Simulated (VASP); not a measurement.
Write the native input for VASP 6.6.1 that does the following.

| Property | Result |
| --- | --- |
| Task | relaxation of cell and atoms |
| Functional | RPBE |
| Potentials or basis | VASP PAW PBE potentials, release 64 (Cu) |
| Cutoff | 600 eV |
| k mesh | 20 × 20 × 20 |
| Occupations | gaussian, width 0.1 eV |
| Spin | no spin polarisation |
| Further INCAR settings | ALGO = Fast; EDIFF = 1e-07; IBRION = 2; EDIFFG = -0.005; NSW = 90; ISIF = 3 |

The structure of Cu lies in POSCAR:

```
Cu
1.0
    0.0000000000      1.8250000000      1.8250000000
    1.8250000000      0.0000000000      1.8250000000
    1.8250000000      1.8250000000      0.0000000000
Cu
1
Direct
    0.0000000000      0.0000000000      0.0000000000
```

One way to write it, as run:

INCAR

```
SYSTEM = Cu
ALGO = Fast ; EDIFF = 1E-7
EDIFFG = -0.005 ; ENCUT = 600
GGA = RP ; IBRION = 2
ISIF = 3 ; ISMEAR = 0
LASPH = .TRUE. ; LCHARG = .FALSE.
LREAL = .FALSE. ; LWAVE = .FALSE.
NELM = 100 ; NSW = 90
PREC = Accurate ; SIGMA = 0.1
```

KPOINTS

```
k-points
0
G
  20 20 20
  0 0 0
```

Potentials or basis: VASP PAW PBE potentials, release 64 (Cu).

The run is started by

```bash
$ cat potpaw_PBE.64/Cu/POTCAR > POTCAR
$ mpirun -np 1 vasp_std > vasp.out
```

It gave:

```yaml
Relaxed_volume: 12.46 Å³/atom
Relaxed_cell: a = 2.602 Å, b = 2.602 Å, c = 2.602 Å, α = 60.00°, β = 60.00°, γ = 60.00°
Space_group_after_relaxing_to_0.05_Å: Fm-3m (No. 225)
Energy_gained_by_relaxing: 2.8 meV/atom
Ionic_steps: 10
Pressure_after_relaxing: 0.0 GPa
Band_gap_on_the_k_mesh: none (metal or under the smearing width)
```

Caveat: the PAW data sets were made with another functional, which shifts forces and pressure a little.

Run time: 100 s on 1 thread of Intel(R) Xeon(R) Platinum 8488C (Sapphire Rapids), with other jobs on the host, peak memory 0.17 GiB.
